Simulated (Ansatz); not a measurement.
Take a crystal in which Mg has been replaced by Hg on all its sites, with the cell rescaled by a rough guess (in some cases also distorted within its space group) and nothing relaxed:

```cif
data_structure
_symmetry_space_group_name_H-M 'P 1'
_symmetry_Int_Tables_number 1
_cell_length_a 7.5417
_cell_length_b 7.5417
_cell_length_c 7.5417
_cell_angle_alpha 23.213
_cell_angle_beta 23.213
_cell_angle_gamma 23.213
_cell_volume 58.50
loop_
_atom_site_label
_atom_site_type_symbol
_atom_site_fract_x
_atom_site_fract_y
_atom_site_fract_z
_atom_site_occupancy
Hg1 Hg 0.00000 0.00000 0.00000 1
Hg2 Hg 0.22194 0.22194 0.22194 1
Hg3 Hg 0.77806 0.77806 0.77806 1
```

These are results of DFT PBE, scalar-relativistic, plane waves, PAW (Ansatz), not measurements.

Settings: cutoff 420 eV, Γ-centred mesh 18×18×18 on the computed 3-atom cell, Gaussian smearing of 0.10 eV; no spin polarisation.

What pressure does the cell carry?

The pressure is 20.1 GPa (positive in compression), so the cell would expand.

Is it a metal on this mesh?

Yes, a band crosses the Fermi level.

Spin-orbit coupling is left out, which matters for the bands of heavy elements.